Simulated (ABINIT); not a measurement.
The system is HfC.

```xyz
4
Lattice="3.3429 0.0000 0.0000 -1.6714 2.8950 0.0000 0.0000 0.0000 5.2027" Properties=species:S:1:pos:R:3 pbc="T T T"
Hf    0.0000    1.9300    1.3007
Hf    1.6714    0.9650    3.9020
C     0.0000    0.0000    2.6014
C     0.0000    0.0000    0.0000
```

The cell comes from a database or a generator and needn't be the stable form of this composition.

Base run:

| Item | Value |
| --- | --- |
| Program | ABINIT 10.8.3 (patched build) |
| Functional | PBEsol |
| Potentials or basis | PseudoDojo NC SR PBEsol v0.4.1 standard |
| Cutoff | 1116 eV |
| k mesh | 9 × 9 × 5 |
| Occupations | fermi-dirac, width 0.05 eV |
| Spin | no spin polarisation |

Its results: band gap on the k mesh none (metal or under the smearing width); pressure -7.1 GPa.

Q: The run is repeated on the same cell with these changes: functional from PBEsol to LDA; potentials or basis from PseudoDojo NC SR PBEsol v0.4.1 standard to JTH PAW LDA v2.0; cutoff from 1116 eV to 517 eV. What comes out?

A: Band gap on the k mesh none (metal or under the smearing width); pressure -13.0 GPa.

Caveats: spin-orbit coupling is left out, which moves the levels of the heavy elements.
